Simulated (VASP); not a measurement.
# SnTe in VASP: one cell, several levels of theory, part 2 of 2

The system is SnTe, a lower-symmetry cell derived from the zincblende prototype, a generated structure that needn't be the ground state.

VASP 6.6.1, plane waves, PAW.

## Step 3: r2SCAN at this geometry

Contents of INCAR:

```
ENCUT = 520.000000
SIGMA = 0.020000
EDIFF = 1.00e-07
ALGO = Normal
METAGGA = R2SCAN
PREC = Accurate
IBRION = -1
ISIF = 2
ISMEAR = -1
NBANDS = 17
NELM = 120
NSW = 0
LASPH = .TRUE.
LCHARG = .TRUE.
LELF = .TRUE.
LWAVE = .FALSE.
LREAL = .FALSE.
```

Contents of KPOINTS:

```
KPOINTS created by Atomic Simulation Environment
0
Gamma
6 6 6
0 0 0
```

Contents of KPOINTS_OPT:

```
special points
7
Reciprocal
0.0000000000 0.0000000000 0.0000000000 1
-0.5000000000 -0.5000000000 0.0000000000 1
-0.3750000000 -0.3750000000 0.2500000000 1
-0.3750000000 0.0000000000 0.3750000000 1
0.0000000000 0.0000000000 0.5000000000 1
-0.5000000000 -0.2500000000 0.2500000000 1
0.2500000000 -0.2500000000 -0.5000000000 1
```

Contents of POSCAR:

```
Sn Te
 1.0000000000000000
     0.0000000000000000    3.5839840091999999    3.4764644889000000
     3.5839840091999999    0.0000000000000000    3.4764644889000000
     3.5839840091999999    3.5839840091999999    0.0000000000000000
 Sn  Te
   1   1
Cartesian
  0.0000000000000000  0.0000000000000000  0.0000000000000000
  1.7919920046000000  1.7919920046000000  1.7382322444500000
```

Launch:

```bash
$ mpirun -np 1 vasp_std
```

Standard output, without the iteration lines:

```text
POSCAR found type information on POSCAR SnTe
 POSCAR found :  2 types and       2 ions
 -----------------------------------------------------------------------------
|                                                                             |
|                                                                             |
|     You enforced a specific xc type in the INCAR file but a different       |
|     I HOPE YOU KNOW WHAT YOU ARE DOING!                                     |
|                                                                             |
 -----------------------------------------------------------------------------

 LDA part: xc-table for (None), standard interpolation
 POSCAR, INCAR and KPOINTS ok, starting setup
 FFT: planning ... GRIDC
 FFT: planning ... GRID_SOFT
 FFT: planning ... GRID
 WAVECAR not read
 entering main loop
 Start KPOINTS_OPT (optional k-point list driver)
k-point batch [1-7\7]
```

OSZICAR:

```text
N       E                     dE             d eps       ncg     rms          rms(c)
DAV:   1     0.836973518341E+02    0.83697E+02   -0.94249E+03  1021   0.124E+03
DAV:   2    -0.399315158768E+02   -0.12363E+03   -0.12048E+03  1068   0.310E+02
DAV:   3    -0.529183336048E+02   -0.12987E+02   -0.12885E+02  1271   0.955E+01
DAV:   4    -0.533141431749E+02   -0.39581E+00   -0.39558E+00  1148   0.176E+01
DAV:   5    -0.533315675805E+02   -0.17424E-01   -0.17424E-01  1489   0.359E+00    0.466E+00
DAV:   6    -0.500622514858E+02    0.32693E+01   -0.68136E-01  1051   0.115E+01    0.374E+00
DAV:   7    -0.500563621076E+02    0.58894E-02   -0.17302E-01  1123   0.264E+00    0.995E-01
DAV:   8    -0.500583196214E+02   -0.19575E-02   -0.14160E-02  1147   0.679E-01    0.591E-01
DAV:   9    -0.500594719186E+02   -0.11523E-02   -0.13815E-03  1250   0.287E-01    0.215E-01
DAV:  10    -0.500597732881E+02   -0.30137E-03   -0.25464E-04  1108   0.144E-01    0.868E-02
DAV:  11    -0.500598510363E+02   -0.77748E-04   -0.14233E-04  1167   0.952E-02    0.364E-02
DAV:  12    -0.500598481119E+02    0.29244E-05   -0.33622E-05  1304   0.668E-02    0.186E-02
DAV:  13    -0.500598491131E+02   -0.10012E-05   -0.18887E-06  1066   0.923E-03    0.478E-03
DAV:  14    -0.500598488031E+02    0.30999E-06   -0.34479E-07  1158   0.759E-03    0.245E-03
DAV:  15    -0.500598487223E+02    0.80748E-07   -0.19447E-08   559   0.131E-03
   1 F= -.50059849E+02 E0= -.50059693E+02  d E =-.311463E-03
       N       E                     dE             ncg
DAV:   1     0.530321936763E+03   -0.39303E+04      238
DAV:   2    -0.315682804625E+03   -0.84600E+03      262
DAV:   3    -0.401693565391E+03   -0.86011E+02      284
DAV:   4    -0.404513553239E+03   -0.28200E+01      295
DAV:   5    -0.404642826348E+03   -0.12927E+00      354
DAV:   6    -0.404643781032E+03   -0.95468E-03      288
DAV:   7    -0.404643828627E+03   -0.47595E-04      378
DAV:   8    -0.404643829003E+03   -0.37557E-06      297
DAV:   9    -0.404643829014E+03   -0.10825E-07      241
```

Parts of OUTCAR:

```text
k-points           NKPTS =     30   k-points in BZ     NKDIM =     30   number of bands    NBANDS=     17

   NELECT =      20.0000    total number of electrons

   dimension x,y,z NGX =    40 NGY =   40 NGZ =   40
   dimension x,y,z NGXF=    80 NGYF=   80 NGZF=   80

  energy-cutoff  :      520.00
  volume of cell :       89.31
      direct lattice vectors                 reciprocal lattice vectors
     0.000000000  3.583984009  3.476464489    -0.139509551  0.139509551  0.143824279
     3.583984009  0.000000000  3.476464489     0.139509551 -0.139509551  0.143824279
     3.583984009  3.583984009  0.000000000     0.139509551  0.139509551 -0.143824279

 k-points in reciprocal lattice and weights: KPOINTS created by Atomic Simulation Env
   0.00000000  0.00000000  0.00000000       0.005
   0.16666667  0.00000000  0.00000000       0.037
   0.33333333  0.00000000  0.00000000       0.037
   0.50000000 -0.00000000  0.00000000       0.019
   0.16666667  0.16666667  0.00000000       0.009
   0.33333333  0.16666667  0.00000000       0.037
   0.50000000  0.16666667  0.00000000       0.037
  -0.33333333  0.16666667  0.00000000       0.037
[... 22 more k-points ...]

 E-fermi :   3.5612

 k-point     1 :       0.0000    0.0000    0.0000
  band No.  band energies     occupation
      1     -18.9910      2.00000
      2     -18.9910      2.00000
      3     -18.9899      2.00000
      4     -18.9742      2.00000
      5     -18.9730      2.00000
      6      -8.7924      2.00000
      7      -1.4986      2.00000
      8       1.2590      2.00000
      9       1.2590      2.00000
     10       1.3820      2.00000
     11       4.5315      0.00000
     12       4.6310      0.00000
     13       4.6310      0.00000
     14       7.8498      0.00000
     15      10.1648      0.00000
     16      10.5096      0.00000
     17      11.3681      0.00000

 k-point     2 :       0.1667    0.0000    0.0000
  band No.  band energies     occupation
      1     -18.9913      2.00000
      2     -18.9905      2.00000
      3     -18.9896      2.00000
      4     -18.9743      2.00000
      5     -18.9729      2.00000
      6      -8.6554      2.00000
      7      -2.2308      2.00000
      8       1.0729      2.00000
      9       1.1665      2.00000
     10       1.5410      2.00000
     11       4.8035      0.00000
     12       4.9248      0.00000
     13       4.9761      0.00000
     14       8.6796      0.00000
     15       9.6582      0.00000
     16       9.8656      0.00000
     17      10.9568      0.00000

 k-point     3 :       0.3333    0.0000    0.0000
  band No.  band energies     occupation
      1     -18.9922      2.00000
      2     -18.9895      2.00000
      3     -18.9887      2.00000
      4     -18.9742      2.00000
      5     -18.9727      2.00000
      6      -8.3328      2.00000
      7      -3.3613      2.00000
      8       0.7713      2.00000
      9       0.8931      2.00000
     10       1.4993      2.00000
     11       5.3259      0.00000
     12       5.3365      0.00000
     13       6.2539      0.00000
     14       9.2276      0.00000
     15       9.9179      0.00000
     16       9.9684      0.00000
     17      11.2930      0.00000

 k-point     4 :       0.5000   -0.0000    0.0000
  band No.  band energies     occupation
      1     -18.9927      2.00000
      2     -18.9890      2.00000
      3     -18.9883      2.00000
      4     -18.9742      2.00000
      5     -18.9726      2.00000
      6      -8.1355      2.00000
      7      -3.8744      2.00000
      8       0.6439      2.00000
      9       0.7768      2.00000
     10       1.4038      2.00000
     11       5.4532      0.00000
     12       5.4881      0.00000
     13       7.3818      0.00000
     14       9.4448      0.00000
     15      10.2123      0.00000
     16      10.8657      0.00000
     17      10.9318      0.00000

 k-point     5 :       0.1667    0.1667    0.0000
  band No.  band energies     occupation
      1     -18.9913      2.00000
      2     -18.9899      2.00000
      3     -18.9899      2.00000
      4     -18.9745      2.00000
      5     -18.9726      2.00000
      6      -8.6037      2.00000
      7      -2.3719      2.00000
      8       0.8013      2.00000
      9       0.8013      2.00000
     10       2.1605      2.00000
     11       4.0759      0.00000
     12       5.4094      0.00000
     13       5.4094      0.00000
     14       8.8992      0.00000
     15       9.1088      0.00000
     16      10.4684      0.00000
     17      12.0311      0.00000

 k-point     6 :       0.3333    0.1667    0.0000
  band No.  band energies     occupation
      1     -18.9925      2.00000
      2     -18.9889      2.00000
      3     -18.9889      2.00000
      4     -18.9747      2.00000
      5     -18.9724      2.00000
      6      -8.3321      2.00000
      7      -3.2500      2.00000
      8       0.3747      2.00000
      9       0.4965      2.00000
     10       2.4674      2.00000
     11       4.3089      0.00000
     12       5.9678      0.00000
     13       6.1535      0.00000
     14       8.8305      0.00000
     15      10.0685      0.00000
     16      10.7028      0.00000
     17      11.8847      0.00000

 k-point     7 :       0.5000    0.1667    0.0000
  band No.  band energies     occupation
      1     -18.9931      2.00000
      2     -18.9884      2.00000
      3     -18.9882      2.00000
      4     -18.9746      2.00000
      5     -18.9724      2.00000
      6      -8.0703      2.00000
      7      -3.9156      2.00000
      8      -0.0062      2.00000
      9       0.4239      2.00000
     10       2.4417      2.00000
     11       5.1240      0.00000
     12       6.0172      0.00000
     13       6.7570      0.00000
     14       9.4443      0.00000
     15      10.2280      0.00000
     16      10.9972      0.00000
     17      11.2464      0.00000

[... the tables of k-points 8 to 30 left out ...]

  Total        0.4912667      0.4912667      0.4239492      0.0000000      0.0000000      0.0000000
  in kB        8.8130851      8.8130851      7.6054432      0.0000000      0.0000000      0.0000000
  external PRESSURE =       8.4105378 kB  Pullay stress =       0.0000000 kB

 POSITION                                       TOTAL-FORCE (eV/Angst)
 -----------------------------------------------------------------------------------
      0.00000      0.00000      0.00000         0.000000      0.000000      0.000000
      1.79199      1.79199      1.73823        -0.000000     -0.000000     -0.000000
 -----------------------------------------------------------------------------------
    total drift:                                0.000003      0.000003      0.000000

  FREE ENERGIE OF THE ION-ELECTRON SYSTEM (eV)
  ---------------------------------------------------
  free  energy   TOTEN  =       -50.0598487223 eV

  energy  without entropy=      -50.0595372594  energy(sigma->0) =      -50.05969299
```

Run time: 2.4 min. Hardware: 1 MPI rank of Intel Xeon Platinum 8488C, shared host; peak memory 0.28 GiB.

The levels at the points of KPOINTS_OPT are read from vasprun.xml.

Levels at the named points, in eV from the top of band v (v: the last filled band by count, c: the next):

```csv
point,v−1,v,c,c+1
Γ,-2.49,-2.37,0.78,0.88
X,-3.84,-1.03,-0.17,4.17
U,-3.63,-0.78,0.99,3.19
K,-3.52,-0.67,1.13,3.13
L,-2.97,-2.35,1.70,1.74
W,-3.97,-0.13,1.32,2.09
```

With r2SCAN the last filled band overlaps the next by 0.17 eV, so there is no gap. Pressure: 0.84 GPa; the forces vanish within 0.01 eV/Å.

Axes a, b and c in the maps are those of this run's conventional cell (a, b, c = 5.069, 5.069, 6.953 Å).

Density in a lattice plane of the grid's cell (edges 5.07 and 6.95 Å, at 0.000 of the third edge), which holds Sn and Te.

Ten even steps from ' ' (-0.44 e/Å³) to '@' (12.46 e/Å³):
```
**++::                          ::++
::....                          ....
                                    
                                    
                                    
                                    
                                    
                                    
                                    
                                    
                                    
                                    
                                    
                                    
                                    
                                    
                                    
::....                          ....
**++::                          ::++
@@##--..                      ..--##
```
Columns run along the first of these edges and rows up along the second, over one cell in 18 and 20 even steps from the bottom left corner. Atoms in the plane (fractional): Sn at (0.00, 0.00), Te at (0.50, 0.75).

ELF in the same plane.

Values, 12 rows by 8 columns:
```
0.23 0.45 0.43 0.75 0.84 0.75 0.43 0.45
0.38 0.35 0.67 0.85 0.78 0.85 0.67 0.35
0.16 0.26 0.78 0.79 0.46 0.79 0.78 0.26
0.03 0.25 0.77 0.85 0.78 0.85 0.77 0.25
0.01 0.12 0.58 0.80 0.84 0.80 0.58 0.12
0.01 0.02 0.15 0.42 0.52 0.42 0.15 0.02
0.01 0.01 0.02 0.05 0.07 0.05 0.02 0.01
0.03 0.02 0.01 0.01 0.01 0.01 0.01 0.02
0.16 0.11 0.04 0.01 0.00 0.01 0.04 0.11
0.38 0.38 0.22 0.03 0.01 0.03 0.22 0.38
0.23 0.46 0.37 0.09 0.07 0.09 0.37 0.46
0.79 0.29 0.35 0.30 0.52 0.30 0.35 0.29
```
Columns run along the first of these edges and rows up along the second, over one cell in 8 and 12 even steps from the bottom left corner. Atoms in the plane (fractional): Sn at (0.00, 0.00), Te at (0.50, 0.75).

Both are smooth fields of the valence electrons: close to the nuclei they are not physical.

The highest ELF values outside the cores: 0.85 in the shell around Te, 1.0 Å from Te.

## Step 4: What came out

The summary covers parts 1 to 2.

```
 level  gap (eV)  pressure (GPa)
   PBE     -0.21            1.35
r2SCAN     -0.17            0.84
```

A negative gap is an overlap of bands.

**Reading.** No gap over 0.02 eV opens at any of these levels. Spin-orbit coupling is left out, though the cell holds Te (Z = 52); in an element this heavy it can shift bands and gaps by tenths of an eV. At this one volume the pressure spans 0.8 GPa (r2SCAN) to 1.4 GPa (PBE): PBE wants the largest cell and r2SCAN the smallest.
